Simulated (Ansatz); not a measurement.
SrF2:
```
CELL_PARAMETERS angstrom
      0.00000     2.90530     2.90530
      2.90530     0.00000     2.90530
      2.90530     2.90530     0.00000
ATOMIC_POSITIONS crystal
  Sr 0.00000 0.00000 0.00000
  F  0.75000 0.75000 0.75000
  F  0.25000 0.25000 0.25000
```

Relaxed with HSE06. Special points in fractions of this cell's reciprocal vectors: Γ (0.000, 0.000, 0.000); X (0.500, 0.000, 0.500); U (0.625, 0.250, 0.625); K (0.375, 0.375, 0.750); L (0.500, 0.500, 0.500); W (0.500, 0.250, 0.750).

Problem. List the band energies nearest the valence-band maximum at these points for DFT-HSE06 in the program Ansatz with PAW potentials.

Solution. In eV from the valence-band maximum; about four levels below and three above (degenerate sets whole), none deeper than 8.9 eV; points with the same levels are listed once.

```tsv
k	below	above
Γ	-1.74 -1.74 -1.74 -0.10 -0.10 -0.10	8.96 12.40 12.40
X	-0.95 -0.95 -0.28 -0.28 0.00	10.26 12.52 13.96
U	-0.87 -0.51 -0.24 -0.07	10.55 12.75 13.26
L	-0.92 -0.73 -0.44 -0.44	12.27 12.48 12.49 12.49
W	-0.63 -0.63 -0.21 -0.07	10.58 13.14 13.14 13.14
```

Space group Fm-3m (fluorite). The cell was relaxed with HSE06 under the symmetry of its start. The hybrid was solved on a coarse mesh, the path and, where they were found, the r²SCAN edge points; its band edges are the extreme levels among these. Spin–orbit coupling is left out wherever it is not named.

Potentials: the later of the program's two PAW sets.
